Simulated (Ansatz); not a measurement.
Sb, 2 atoms in the cell. Symmetry: R-3m, No. 166, trigonal system. Conventional cell: a = 4.308 Å, b = 4.308 Å, c = 11.274 Å, α = 90.00°, β = 90.00°, γ = 120.00°. Sb (site symmetry 3m) is surrounded by 3 Sb at 2.91 Å. 

| Item | Value |
| --- | --- |
| Program | Ansatz 0.2.0 |
| Task | elastic constants |
| Functional | PBEsol |
| Potentials or basis | Ansatz PAW |
| Cutoff | 420 eV (not typed: the program's choice for these potentials) |
| k mesh | 6 × 6 × 6 |
| Occupations | fermi-dirac, width 0.05 eV |
| Spin | no spin polarisation |
| Atoms under strain | relaxed |

Potentials or basis: Ansatz PAW.

Launch:

```console
$ ansatz run input.yaml --threads 2 --pin off --max-ram 5632MiB --backend cpu --events-out ev --progress --plain --runs-dir out
```

Hardware: 2 threads of AMD EPYC 7R43 64-Core Processor (Zen 3), with other jobs on the host.

How long does it take, and how much memory?

It took 67 s on 2 threads of AMD EPYC 7R43 64-Core Processor (Zen 3) (shared host), peak memory 0.45 GiB. Counts: scf iterations 244, plane waves 1195, k points 32, bands 19, ion steps 24.
